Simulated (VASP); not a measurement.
# CdS (e600) (P6_3mc) in VASP: further runs

The runs below take CdS (e600) through single point, relaxation of cell and atoms, with PBE.

All numbers are computed with VASP 6.6.1; they aren't measurements. Logs are shortened: lines on timing, memory, paths and dates and some standing lists are left out, and cuts for length are marked.

**What was measured.**

From “Isotope dependence of band-gap energy”, 2008, arxiv:0807.2152, for a bulk crystal of CdS: band gap 2.5809 ± 0.0002 eV.

How close the calculation comes is told below.

### 1 Starting point

Symmetry: P6_3mc, No. 186, hexagonal system. Conventional cell: a = 4.196 Å, b = 4.196 Å, c = 6.829 Å, α = 90.00°, β = 90.00°, γ = 120.00°. Cd (site symmetry 3m) is surrounded by 4 S at 2.57 Å. Around S (site symmetry 3m) lie 4 Cd at 2.57 Å.

### 2 Single point, PBE

INCAR reads:

```
ALGO = Normal
EDIFF = 1E-6
ENCUT = 520
GGA = PE
ISIF = 2
ISMEAR = 0
LASPH = True
LCHARG = False
LREAL = False
LWAVE = False
NBANDS = 26
NELM = 100
PREC = Accurate
SIGMA = 0.02
```

KPOINTS reads:

```
k-points
0
Gamma
  9 9 4
```

POSCAR reads:

```
CdS
1.0
    4.1964330257      0.0000000000      0.0000000000
   -2.0982165129      3.6342176056      0.0000000000
    0.0000000000      0.0000000000      6.8285663616
Cd S
2 2
Direct
    0.3333333333      0.6666666667     -0.0007927835
    0.6666666667      0.3333333333      0.4992072165
    0.3333333333      0.6666666667      0.3757927835
    0.6666666667      0.3333333333      0.8757927835
```

Potentials or basis: VASP PAW PBE potentials, release 64 (Cd, S).

Started as:

```console
> cat potpaw_PBE.64/Cd/POTCAR potpaw_PBE.64/S/POTCAR > POTCAR
> mpirun -np 1 vasp_std > vasp.out
```

OUTCAR:

```text
EDIFF = 1E-6
   ENCUT = 520
   GGA = PE
   ISIF = 2
   ISMEAR = 0
   LASPH = True
   LREAL = False
   NELM = 100
   PREC = Accurate

 ion  position               nearest neighbor table
   1  0.333  0.667  0.999-   4 2.57   4 2.57   4 2.57   3 2.57
   2  0.667  0.333  0.499-   3 2.57   3 2.57   3 2.57   4 2.57
   3  0.333  0.667  0.376-   2 2.57   2 2.57   2 2.57   1 2.57
   4  0.667  0.333  0.876-   1 2.57   1 2.57   1 2.57   2 2.57

  LATTYP: Found a hexagonal cell.
 ALAT       =     4.1964330257
 C/A-ratio  =     1.6272311079

  Lattice vectors:

 A1 = (   4.1964330257,   0.0000000000,   0.0000000000)
 A2 = (  -2.0982165129,   3.6342176056,   0.0000000000)
 A3 = (   0.0000000000,   0.0000000000,   6.8285663616)

Analysis of symmetry for initial positions (statically):
=====================================================================
 Subroutine PRICEL returns:
 Original cell was already a primitive cell.

 Routine SETGRP: Setting up the symmetry group for a
 hexagonal supercell.

 Subroutine GETGRP returns: Found 12 space group operations
 (whereof  6 operations were pure point group operations)
 out of a pool of 24 trial point group operations.

The static configuration has the point symmetry C_3v.
 The point group associated with its full space group is C_6v.

Analysis of symmetry for dynamics (positions and initial velocities):
=====================================================================
 Subroutine PRICEL returns:
 Original cell was already a primitive cell.

 Routine SETGRP: Setting up the symmetry group for a
 hexagonal supercell.

 Subroutine GETGRP returns: Found 12 space group operations
 (whereof  6 operations were pure point group operations)
 out of a pool of 24 trial point group operations.

The dynamic configuration has the point symmetry C_3v.
 The point group associated with its full space group is C_6v.

 Subroutine INISYM returns: Found 12 space group operations
 (whereof  6 operations are pure point group operations),
 and found     1 'primitive' translations

----------------------------------------------------------------------------------------

                                     Primitive cell

  volume of cell :     104.1408
[... 84 lines left out ...]
   PREC   = accura    normal or accurate (medium, high low for compatibility)
   ISTART =      0    job   : 0-new  1-cont  2-samecut
   ICHARG =      2    charge: 1-file 2-atom 10-const
   ISPIN  =      1    spin polarized calculation?
   LNONCOLLINEAR =      F non collinear calculations
   LSORBIT =      F    spin-orbit coupling
   LASPH  =      T    aspherical Exc in radial PAW
   ENCUT  =  520.0 eV  38.22 Ry    6.18 a.u.   7.80  7.80 12.70*2*pi/ulx,y,z
   NELM   =    100;   NELMIN=  2; NELMDL= -5     # of ELM steps
   EDIFF  = 0.1E-05   stopping-criterion for ELM
   LREAL  =      F    real-space projection
   EDIFFG = 0.1E-04   stopping-criterion for IOM
   NSW    =      0    number of steps for IOM
   IBRION =     -1    ionic relax: 0-MD 1-quasi-New 2-CG
   NFREE  =      0    steps in history (QN), initial steepest desc. (CG)
   ISIF   =      2    stress and relaxation
   ISYM   =      2    0-nonsym 1-usesym 2-fastsym
   POTIM  = 0.5000    time-step for ionic-motion
   TEBEG  =    0.0;   TEEND  =   0.0 temperature during run
   PSTRESS=    0.0 pullay stress
   NELECT =      36.0000    total number of electrons
   NUPDOWN=      -1.0000    fix difference up-down
   EMIN   =  10.00;   EMAX   =-10.00  energy-range for DOS
   EFERMI =   0.00;   METHOD = LEGACY
   ISMEAR =     0;   SIGMA  =   0.02  broadening in eV -4-tet -1-fermi 0-gaus
   EFERMI_NEDOS =   21; number of points for ismear=-14 and -15
   IALGO  =     38    algorithm
   IMIX   =      4    mixing-type and parameters
     AMIX     =   0.40;   BMIX     =  1.00
     AMIX_MAG =   1.60;   BMIX_MAG =  1.00
  volume/ion in A,a.u.               =      26.04       175.69
  Fermi-wavevector in a.u.,A,eV,Ry     =   1.148953  2.171205 17.960940  1.320092
  Thomas-Fermi vector in A             =   2.285625
   LORBIT       =      0    0 simple, 1 ext, 2 COOP (PROOUT), +10 PAW based schemes
   GGA     = PE    functional components
   LHFCALC =     F    Hartree Fock is set to
   AEXX    =    0.0000 exact exchange contribution
   IVDW    =     0    specifies the selected vdW correction
   LEPSILON=     F    determine dielectric tensor
   LRPA    =     F    only Hartree local field effects (RPA)
 non-spin polarized calculation
 Gauss-broadening in eV      SIGMA  =   0.02
  energy-cutoff  :      520.00
  volume of cell :      104.14
 maximum number of plane-waves:      2838
 NGX is ok and might be reduce to    32
   NGX = 15   NGY = 15   NGZ = 25

 number of electron      36.0000002 magnetization

 Free energy of the ion-electron system (eV)
  ---------------------------------------------------
  ext. energy  EPLUGINS =         0.00000000
  ---------------------------------------------------
  free energy    TOTEN  =       -12.29948808 eV

  energy without entropy =      -12.29948808  energy(sigma->0) =      -12.29948808

 E-fermi :   1.0083     XC(G=0):  -8.9197

 val. band max:        0.9118307302   @ k =   0.0000   0.0000   0.0000
 cond. band min:       2.0253855522   @ k =   0.0000   0.0000   0.0000
 fundamental gap:      1.1135548220
 Fermi energy:         1.0082961865

 k-point     1 :       0.0000    0.0000    0.0000
  band No.  band energies     occupation
      1     -11.1768      2.00000
      2     -10.7892      2.00000
      3      -6.6362      2.00000
      4      -6.6306      2.00000
      5      -6.6306      2.00000
      6      -6.5563      2.00000
[... 685 lines left out ...]
     25      10.1694      0.00000
     26      10.1813      0.00000

 [... further k-points ...]
[... 5 lines left out ...]
  --------------------------------------------------------------------------------------
  -------------------------------------------------------------------------------------
  Total        0.1870918      0.1870918      0.1884223     -0.0000000      0.0000000      0.0000000
  in kB        2.8783559      2.8783559      2.8988263     -0.0000000      0.0000000      0.0000000
  external PRESSURE =       2.8851794 kB  Pullay stress =       0.0000000 kB

 VOLUME and BASIS-vectors are now :
 -----------------------------------------------------------------------------
  energy-cutoff  :      520.00
  volume of cell :      104.14
      direct lattice vectors                 reciprocal lattice vectors
     4.196433026  0.000000000  0.000000000     0.238297619  0.137581195  0.000000000
    -2.098216513  3.634217606  0.000000000     0.000000000  0.275162389  0.000000000
     0.000000000  0.000000000  6.828566362     0.000000000  0.000000000  0.146443623

 POSITION                                       TOTAL-FORCE (eV/Angst)
 -----------------------------------------------------------------------------------
     -0.00000      2.42281      6.82315        -0.000000      0.000000      0.000358
      2.09822      1.21141      3.40887         0.000000     -0.000000      0.000358
     -0.00000      2.42281      2.56613         0.000000     -0.000000     -0.000358
      2.09822      1.21141      5.98041        -0.000000      0.000000     -0.000358
 -----------------------------------------------------------------------------------
    total drift:                               -0.000000     -0.000000     -0.000951

  FREE ENERGIE OF THE ION-ELECTRON SYSTEM (eV)
  ---------------------------------------------------
  free  energy   TOTEN  =       -12.2994880758 eV

  energy  without entropy=      -12.2994880758  energy(sigma->0) =      -12.29948808
```

OSZICAR:

```text
N       E                     dE             d eps       ncg     rms          rms(c)
DAV:   1     0.243186835873E+03    0.24319E+03   -0.17446E+04  1872   0.126E+03
DAV:   2     0.462852073950E+00   -0.24272E+03   -0.23411E+03  2016   0.315E+02
DAV:   3    -0.132519176999E+02   -0.13715E+02   -0.13627E+02  2292   0.746E+01
DAV:   4    -0.133989436862E+02   -0.14703E+00   -0.14687E+00  2144   0.744E+00
DAV:   5    -0.134011911568E+02   -0.22475E-02   -0.22473E-02  2182   0.915E-01    0.104E+01
DAV:   6    -0.123203812971E+02    0.10808E+01   -0.19491E+00  2452   0.138E+01    0.832E+00
DAV:   7    -0.123018055912E+02    0.18576E-01   -0.66462E-01  1938   0.433E+00    0.396E+00
DAV:   8    -0.123004409066E+02    0.13647E-02   -0.73573E-02  2030   0.265E+00    0.472E-01
DAV:   9    -0.122990300651E+02    0.14108E-02   -0.13084E-02  2100   0.136E+00    0.133E-01
DAV:  10    -0.122993300971E+02   -0.30003E-03   -0.11682E-03  2004   0.315E-01    0.120E-01
DAV:  11    -0.122994922888E+02   -0.16219E-03   -0.25725E-04  2074   0.107E-01    0.805E-02
DAV:  12    -0.122994867031E+02    0.55857E-05   -0.12836E-04  1958   0.790E-02    0.150E-02
DAV:  13    -0.122994871759E+02   -0.47277E-06   -0.16443E-05  2190   0.266E-02    0.904E-03
DAV:  14    -0.122994880758E+02   -0.89992E-06   -0.22535E-06  1636   0.120E-02
   1 F= -.12299488E+02 E0= -.12299488E+02  d E =-.548930E-14
```

Wall time 44 s (1 thread of Intel Xeon Platinum 8488C (Sapphire Rapids), shared host); peak memory 0.26 GiB.

What came out:

* Free energy: -12.2995 eV
* Pressure: 0.3 GPa
* Band gap on the k mesh: 1.11 eV, direct

Levels at points of the mesh, in eV from the valence-band top:
| k point | band 16 | band 17 | band 18 | band 19 | band 20 | band 21 |
| --- | --- | --- | --- | --- | --- | --- |
| (0.00, 0.00, 0.00) | -0.04 | 0.00 | 0.00 | 1.11 | 2.74 | 6.48 |
| (0.00, 0.00, 0.50) | -0.36 | -0.36 | -0.36 | 2.76 | 2.76 | 6.14 |

### 3 Relaxation of cell and atoms, PBE

This run uses another cell than the first one, of 25.12 Å³/atom, 0.965 times its volume.

INCAR reads:

```
  PREC = Accurate
  ENCUT = 600
  EDIFF = 1E-7
  ISMEAR = 0
  SIGMA = 0.02
  LREAL = F
  LASPH = T
  NELM = 100
  ALGO = Normal
  ISIF = 3
  LWAVE = F
  LCHARG = F
  GGA = PE
  IBRION = 2
  NSW = 100
  EDIFFG = -0.002
```

KPOINTS reads:

```
regular mesh
0
Gamma
  9 9 4
```

POSCAR reads:

```
CdS
1.0
    4.1500000000      0.0000000000      0.0000000000
   -2.0750000000      3.5940054257      0.0000000000
    0.0000000000      0.0000000000      6.7370000000
Cd S
2 2
Direct
    0.3333333333      0.6666666667      0.0000000000
    0.6666666667      0.3333333333      0.5000000000
    0.3333333333      0.6666666667      0.3750000000
    0.6666666667      0.3333333333      0.8750000000
```

Potentials or basis: VASP PAW PBE potentials, release 64 (Cd, S).

Started as:

```console
> cat potpaw_PBE.64/Cd/POTCAR potpaw_PBE.64/S/POTCAR > POTCAR
> mpirun -np 1 vasp_std > vasp.out
```

Wall time 4.5 min (1 thread of Intel Xeon Platinum 8488C (Sapphire Rapids), shared host); peak memory 0.31 GiB.

The run converged. Its results:

```yaml
Free_energy: -12.2984 eV
Relaxed_volume: 26.17 Å³/atom
Relaxed_cell: a = 4.203 Å, b = 4.203 Å, c = 6.842 Å, α = 90.00°, β = 90.00°, γ = 120.00°
Space_group_after_relaxing_to_0.05_Å: P6_3mc (No. 186)
Energy_gained_by_relaxing: 7.7 meV/atom
Ionic_steps: 9
Pressure_after_relaxing: 0.0 GPa
Band_gap_on_the_k_mesh: 1.10 eV, direct
```

The path:
```tsv
step	energy change (eV)	largest force (eV/Å)	pressure (GPa)	volume (Å³)
1	0.0000	0.0696	2.39	100.48
2	-0.0278	0.0020	-0.67	106.02
3	-0.0307	0.0150	0.00	104.66
4	-0.0307	0.0141	-0.05	104.74
5	-0.0308	0.0072	0.01	104.63
6	-0.0308	0.0064	0.02	104.62
7	-0.0308	0.0040	0.01	104.64
8	-0.0308	0.0018	-0.02	104.69
9	-0.0308	0.0007	0.00	104.67
```

Final structure:
```yaml
crystal:
  lattice:
    - [4.20294, 0.00000, 0.00000]
    - [-2.10147, 3.63985, 0.00000]
    - [0.00000, 0.00000, 6.84183]
  atoms:
    - { symbol: Cd, position: [0.33333, 0.66667, 0.99924] }
    - { symbol: Cd, position: [0.66667, 0.33333, 0.49924] }
    - { symbol: S, position: [0.33333, 0.66667, 0.37576] }
    - { symbol: S, position: [0.66667, 0.33333, 0.87576] }
```

Levels at points of the mesh, in eV from the valence-band top:
```tsv
k point	band 16	band 17	band 18	band 19	band 20	band 21
(0.00, 0.00, 0.00)	-0.04	0.00	0.00	1.10	2.73	6.48
(0.00, 0.00, 0.50)	-0.35	-0.35	-0.35	2.75	2.75	6.13
```

PBE usually gives volumes a little too large and moduli too small. Zero-point motion and thermal expansion aren't in these numbers.

(Continued in part 2 of 2.)
